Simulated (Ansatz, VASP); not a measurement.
This is a calculation of ZnS (Wurtzite-2H) for VASP 6.6.1.

The input INCAR:

```
PREC = Accurate
ENCUT = 520
EDIFF = 1E-7
ISMEAR = -1
SIGMA = 0.05
LREAL = F
LASPH = T
NELM = 80
ALGO = Normal
ISIF = 2
LWAVE = F
LCHARG = T
GGA = PE
LELF = T
LVHAR = T
NBANDS = 26
```

The input KPOINTS:

```
regular mesh
0
Gamma
  8 8 5
```

The input POSCAR:

```
ZnS
1.0
    3.8110000000      0.0000000000      0.0000000000
   -1.9055000000      3.3004228138      0.0000000000
    0.0000000000      0.0000000000      6.2340000000
Zn S
2 2
Direct
    0.6663970000      0.3315460000      0.5002410000
    0.3325680000      0.6880830000      0.0055960000
    0.6813350000      0.3426400000      0.8798910000
    0.3236270000      0.6665860000      0.3899440000
```

Potentials or basis: VASP PAW PBE potentials, release 64 (Zn, S).

The run is started by

```bash
$ cat potpaw_PBE.64/Zn/POTCAR potpaw_PBE.64/S/POTCAR > POTCAR
$ mpirun -np 1 vasp_std > vasp.out
```

Task: Set up the same calculation for Ansatz 0.2.0. Potentials there: Ansatz PAW.

Result: As run (the cutoff follows the program's own potentials):

Contents of input.yaml:

```yaml
crystal:
  lattice:
    - [3.811, 0.0, 0.0]
    - [-1.9055, 3.3004228138, 0.0]
    - [0.0, 0.0, 6.234]
  atoms:
    - { symbol: Zn, position: [0.666397, 0.331546, 0.500241] }
    - { symbol: Zn, position: [0.332568, 0.688083, 0.005596] }
    - { symbol: S, position: [0.681335, 0.34264, 0.879891] }
    - { symbol: S, position: [0.323627, 0.666586, 0.389944] }
hamiltonian:
  xc: pbe
  pseudopotentials: { kind: paw }
kpoints:
  mp_grid: { grid: [8, 8, 5] }
scf:
  occupations: { method: fermi_dirac, width: 0.05 }
output:
  forces: true
  stress: true
  eigenvalues: true
```

Potentials or basis: Ansatz PAW.

The run is started by

```bash
$ ansatz run input.yaml --threads 1 --pin off --max-ram 3584MiB --backend cpu --events-out ev --progress --plain --runs-dir out
```

Both were run:

|  | VASP | Ansatz | Ansatz less VASP |
| --- | --- | --- | --- |
| gap on the k mesh at the Fermi level (eV) | 2.20 | 2.19 | -0.006 |
| least direct gap on the mesh (eV) | 2.20 | 2.19 | -0.006 |
| pressure (GPa) | 2.6 | 2.5 | -0.17 |
| largest component of the traceless stress (GPa) | 1.48 | 1.46 | -0.019 |
| rms of the force components (eV/Å) | 0.304 | 0.302 | -0.0022 |

Atom by atom the forces differ by 0.002 eV/Å (rms over components). The functional is the same, so the differences come from potentials, cutoffs and numerics.

Caveats: odd divisions of the mesh miss points on the zone boundary, where band edges often lie, so the gap on the mesh can be too wide (Ansatz).
